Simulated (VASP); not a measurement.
# BN (F-43m) in VASP: single point with PBE0

Aim: the single point of BN with PBE0.

All numbers are computed with VASP 6.6.1; they aren't measurements. Logs are shortened: lines on timing, memory, paths and dates and some standing lists are left out, and cuts for length are marked.

**Measured values to compare with.**

A printed reference work, monograph reports, for a bulk crystal of BN at 300 K: band gap 6.4 eV (indirect).

The runs below are set against these values where they give the same quantity.

## 1. Starting point

It takes space group F-43m (No. 216, cubic). Conventional cell: a = 3.607 Å, b = 3.607 Å, c = 3.607 Å, α = 90.00°, β = 90.00°, γ = 90.00°. Around B (site symmetry -43m) lie 4 N at 1.56 Å. N (site symmetry -43m) has 4 B at 1.56 Å as nearest neighbours.

The cell is a database's computed one.

## 2. Single point, PBE0

POSCAR

```
BN
1.0
    0.0000000000      1.8033400000      1.8033400000
    1.8033400000      0.0000000000      1.8033400000
    1.8033400000      1.8033400000      0.0000000000
B N
1 1
Direct
    0.0000000000      0.0000000000      0.0000000000
    0.2500000000      0.2500000000      0.2500000000
```

INCAR.step1

```
PREC     = Accurate       # precision mode
ENCUT    = 520            # plane-wave cutoff, eV
EDIFF    = 1E-5           # SCF threshold, eV
ISMEAR   = 0              # smearing method
SIGMA    = 0.02           # smearing width, eV
LREAL    = F              # projectors in reciprocal space
LASPH    = T              # aspherical terms in the spheres
NELM     = 60             # most SCF steps
ALGO     = Normal         # electronic algorithm
ISIF     = 2              # what is computed and relaxed
LWAVE    = T              # write WAVECAR
LCHARG   = F              # write CHGCAR
NBANDS   = 11             # bands
GGA      = PE             # functional
```

INCAR.step2

```
PREC     = Accurate       # precision mode
ENCUT    = 520            # plane-wave cutoff, eV
EDIFF    = 1E-6           # SCF threshold, eV
ISMEAR   = 0              # smearing method
SIGMA    = 0.02           # smearing width, eV
LREAL    = F              # projectors in reciprocal space
LASPH    = T              # aspherical terms in the spheres
NELM     = 60             # most SCF steps
ALGO     = Normal         # electronic algorithm
ISIF     = 2              # what is computed and relaxed
LWAVE    = F              # write WAVECAR
LCHARG   = F              # write CHGCAR
GGA      = PE             # functional
LHFCALC  = T              # exact exchange
AEXX     = 0.25           # exact-exchange fraction
PRECFOCK = Fast         
NBANDS   = 11             # bands
ISTART   = 1
```

KPOINTS

```
regular mesh
0
Gamma
  8 8 8
```

Potentials or basis: VASP PAW PBE potentials, release 64 (B, N).

On the command line:

```bash
> cat potpaw_PBE.64/B/POTCAR potpaw_PBE.64/N/POTCAR > POTCAR
> cp INCAR.step1 INCAR
> mpirun -np 1 vasp_std > vasp.out
> cp INCAR.step2 INCAR
> mpirun -np 1 vasp_std > vasp.out
```

OUTCAR:

```text
PREC = Accurate
   ENCUT = 520
   EDIFF = 1E-6
   ISMEAR = 0
   LREAL = F
   LASPH = T
   NELM = 60
   ISIF = 2
   GGA = PE
   LHFCALC = T
   AEXX = 0.25
   PRECFOCK = Fast
   ISTART = 1

 ion  position               nearest neighbor table
   1  0.000  0.000  0.000-   2 1.56   2 1.56   2 1.56   2 1.56
   2  0.250  0.250  0.250-   1 1.56   1 1.56   1 1.56   1 1.56

  LATTYP: Found a face centered cubic cell.
 ALAT       =     3.6066800000

  Lattice vectors:

 A1 = (   0.0000000000,   1.8033400000,   1.8033400000)
 A2 = (   1.8033400000,   0.0000000000,   1.8033400000)
 A3 = (   1.8033400000,   1.8033400000,   0.0000000000)

Analysis of symmetry for initial positions (statically):
=====================================================================
 Subroutine PRICEL returns:
 Original cell was already a primitive cell.

 Routine SETGRP: Setting up the symmetry group for a
 face centered cubic supercell.

 Subroutine GETGRP returns: Found 24 space group operations
 (whereof 24 operations were pure point group operations)
 out of a pool of 48 trial point group operations.

The static configuration has the point symmetry T_d .

Analysis of symmetry for dynamics (positions and initial velocities):
=====================================================================
 Subroutine PRICEL returns:
 Original cell was already a primitive cell.

 Routine SETGRP: Setting up the symmetry group for a
 face centered cubic supercell.

 Subroutine GETGRP returns: Found 24 space group operations
 (whereof 24 operations were pure point group operations)
 out of a pool of 48 trial point group operations.

The dynamic configuration has the point symmetry T_d .

 Subroutine INISYM returns: Found 24 space group operations
 (whereof 24 operations are pure point group operations),
 and found     1 'primitive' translations

----------------------------------------------------------------------------------------

                                     Primitive cell

  volume of cell :      11.7291

  direct lattice vectors                    reciprocal lattice vectors
     0.000000000  1.803340000  1.803340000    -0.277263300  0.277263300  0.277263300
     1.803340000  0.000000000  1.803340000     0.277263300 -0.277263300  0.277263300
     1.803340000  1.803340000  0.000000000     0.277263300  0.277263300 -0.277263300

  length of vectors
     2.550307886  2.550307886  2.550307886     0.480234123  0.480234123  0.480234123

[... 96 lines left out ...]
   EFERMI_NEDOS =   21; number of points for ismear=-14 and -15
   IALGO  =     38    algorithm
   IMIX   =      1    mixing-type and parameters
     AMIX     =   0.40;   BMIX     =  1.00
     AMIX_MAG =   1.60;   BMIX_MAG =  1.00
  volume/ion in A,a.u.               =       5.86        39.58
  Fermi-wavevector in a.u.,A,eV,Ry     =   1.441066  2.723220 28.254828  2.076671
  Thomas-Fermi vector in A             =   2.559740
   LORBIT       =      0    0 simple, 1 ext, 2 COOP (PROOUT), +10 PAW based schemes
   GGA     = PE    functional components
   LHFCALC =     T    Hartree Fock is set to
   PRECFOCK=fast      Normal, Fast or Accurate (Low or Medium for compatibility)
   ENCUT4O =  -1.0   cutoff for four orbital integrals eV
   NKREDX  =     1    reduce k-point grid by
   NKREDY  =     1    reduce k-point grid by
   NKREDZ  =     1    reduce k-point grid by
   AEXX    =    0.2500 exact exchange contribution
   HFSCREEN=    0.0000 screening length (either q_TF or 0.3 A-1)
   HFSCREENC=   0.0000 screening length for correlation (either q_TF or 0.3 A-1)
   ENCUTFOCK=  -1.0 apply spherical cutoff to Coloumb kernel
   IVDW    =     0    specifies the selected vdW correction
   LEPSILON=     F    determine dielectric tensor
   LRPA    =     F    only Hartree local field effects (RPA)
 non-spin polarized calculation
 Gauss-broadening in eV      SIGMA  =   0.02
  energy-cutoff  :      520.00
  volume of cell :       11.73
 maximum number of plane-waves:       332
  NGX = 12; NGY = 12; NGZ = 12

 number of electron       7.9999999 magnetization

 Free energy of the ion-electron system (eV)
  ---------------------------------------------------
  ext. energy  EPLUGINS =         0.00000000
  ---------------------------------------------------
  free energy    TOTEN  =       -21.28268827 eV

  energy without entropy =      -21.28268827  energy(sigma->0) =      -21.28268827

 E-fermi :   6.4035     XC(G=0): -10.1003

 val. band max:        6.2385320400   @ k =   0.0000   0.0000   0.0000
 cond. band min:      12.7964790875   @ k =   0.5000   0.5000   0.0000
 fundamental gap:      6.5579470474
 Fermi energy:         6.4034984643

 k-point     1 :       0.0000    0.0000    0.0000
  band No.  band energies     occupation
      1     -15.9822      2.00000
      2       6.2385      2.00000
      3       6.2385      2.00000
      4       6.2385      2.00000
      5      17.6003      0.00000
      6      17.6003      0.00000
      7      17.6004      0.00000
      8      19.2736      0.00000
      9      33.8946      0.00000
     10      36.8855      0.00000
     11      36.8855      0.00000
[... 309 lines left out ...]
 k-point    24 :      -0.3750    0.2500    0.1250
  band No.  band energies     occupation
      1     -10.6570      2.00000
      2      -4.3999      2.00000
      3       0.9321      2.00000
      4       2.4748      2.00000
      5      18.2801      0.00000
      6      20.0845      0.00000
      7      23.6722      0.00000
      8      25.1589      0.00000
      9      28.5540      0.00000
     10      35.3587      0.00000
     11      36.9214      0.00000

 [... further k-points ...]

------------------------ aborting loop because EDIFF is reached ----------------------------------------

  FORCE on cell =-STRESS in cart. coord.  units (eV):
  Direction    XX          YY          ZZ          XY          YZ          ZX
  --------------------------------------------------------------------------------------
  -------------------------------------------------------------------------------------
  Total       -0.2134299     -0.2134299     -0.2134299      0.0000000     -0.0000000     -0.0000000
  in kB      -29.1543219    -29.1543219    -29.1543219      0.0000000     -0.0000000     -0.0000000
  external PRESSURE =     -29.1543219 kB  Pullay stress =       0.0000000 kB

 VOLUME and BASIS-vectors are now :
 -----------------------------------------------------------------------------
  energy-cutoff  :      520.00
  volume of cell :       11.73
      direct lattice vectors                 reciprocal lattice vectors
     0.000000000  1.803340000  1.803340000    -0.277263300  0.277263300  0.277263300
     1.803340000  0.000000000  1.803340000     0.277263300 -0.277263300  0.277263300
     1.803340000  1.803340000  0.000000000     0.277263300  0.277263300 -0.277263300

 POSITION                                       TOTAL-FORCE (eV/Angst)
 -----------------------------------------------------------------------------------
      0.00000      0.00000      0.00000        -0.000000     -0.000000     -0.000000
      0.90167      0.90167      0.90167         0.000000      0.000000      0.000000
 -----------------------------------------------------------------------------------
    total drift:                                0.000001     -0.000000      0.000000

  FREE ENERGIE OF THE ION-ELECTRON SYSTEM (eV)
  ---------------------------------------------------
  free  energy   TOTEN  =       -21.2826882661 eV

  energy  without entropy=      -21.2826882661  energy(sigma->0) =      -21.28268827
```

OUTCAR.step1:

```text
PREC = Accurate
   ENCUT = 520
   EDIFF = 1E-5
   ISMEAR = 0
   LREAL = F
   LASPH = T
[... 557 lines left out ...]
 -----------------------------------------------------------------------------------
      0.00000      0.00000      0.00000         0.000000      0.000000      0.000000
      0.90167      0.90167      0.90167         0.000000     -0.000000     -0.000000
 -----------------------------------------------------------------------------------
    total drift:                                0.000000      0.000000      0.000000

  FREE ENERGIE OF THE ION-ELECTRON SYSTEM (eV)
  ---------------------------------------------------
  free  energy   TOTEN  =       -17.4470349503 eV

  energy  without entropy=      -17.4470349503  energy(sigma->0) =      -17.44703495
```

OSZICAR.step1:

```text
N       E                     dE             d eps       ncg     rms          rms(c)
DAV:   1     0.100494635914E+02    0.10049E+02   -0.50417E+03   662   0.730E+02
DAV:   2    -0.179362841964E+02   -0.27986E+02   -0.26981E+02   788   0.163E+02
DAV:   3    -0.184226092687E+02   -0.48633E+00   -0.48578E+00   755   0.184E+01
DAV:   4    -0.184231215541E+02   -0.51229E-03   -0.51228E-03   689   0.688E-01
DAV:   5    -0.184231220314E+02   -0.47727E-06   -0.47729E-06   731   0.205E-02    0.674E+00
DAV:   6    -0.175355641825E+02    0.88756E+00   -0.29257E+00   671   0.991E+00    0.329E+00
DAV:   7    -0.174612867905E+02    0.74277E-01   -0.10691E-01   707   0.269E+00    0.193E+00
DAV:   8    -0.174467597178E+02    0.14527E-01   -0.35876E-02   713   0.138E+00    0.196E-01
DAV:   9    -0.174469440251E+02   -0.18431E-03   -0.95345E-04   665   0.259E-01    0.840E-02
DAV:  10    -0.174470297552E+02   -0.85730E-04   -0.12041E-04   703   0.936E-02    0.151E-02
DAV:  11    -0.174470349503E+02   -0.51951E-05   -0.91449E-06   692   0.248E-02
   1 F= -.17447035E+02 E0= -.17447035E+02  d E =-.516500E-11
```

Wall time 1.9 min (1 thread of Intel Xeon 6975P-C (Granite Rapids), shared host); peak memory 0.12 GiB.

What came out:

| Property | Result |
| --- | --- |
| Free energy | -21.2827 eV |
| Pressure | -2.9 GPa |
| Band gap on the k mesh | 6.56 eV, indirect (least direct gap 11.36 eV) |

Levels at points of the mesh, in eV from the valence-band top:
```csv
k point,band 1,band 2,band 3,band 4,band 5,band 6,band 7,band 8
"(0.00, 0.00, 0.00)",-22.22,0.00,0.00,0.00,11.36,11.36,11.36,13.04
"(0.50, 0.00, 0.00)",-17.66,-11.73,-2.13,-2.13,12.72,13.34,13.34,18.24
"(0.50, 0.50, 0.00)",-16.16,-9.85,-5.36,-5.36,6.56,11.56,21.36,21.36
```

Caveat: the PAW data sets were made with another functional, which shifts forces and pressure a little.

## 3. Comparison with measurements

Step 2. Against the measured gap of BN, 6.4 eV (indirect; 300 K; a printed reference work, monograph), the calculated 6.56 eV is off by +0.16 eV. The value is that of PBE0 on a finite k mesh, which can miss the band edges, without temperature or zero-point motion. The cell is a database's relaxed one, not the measured one, which moves gaps too.
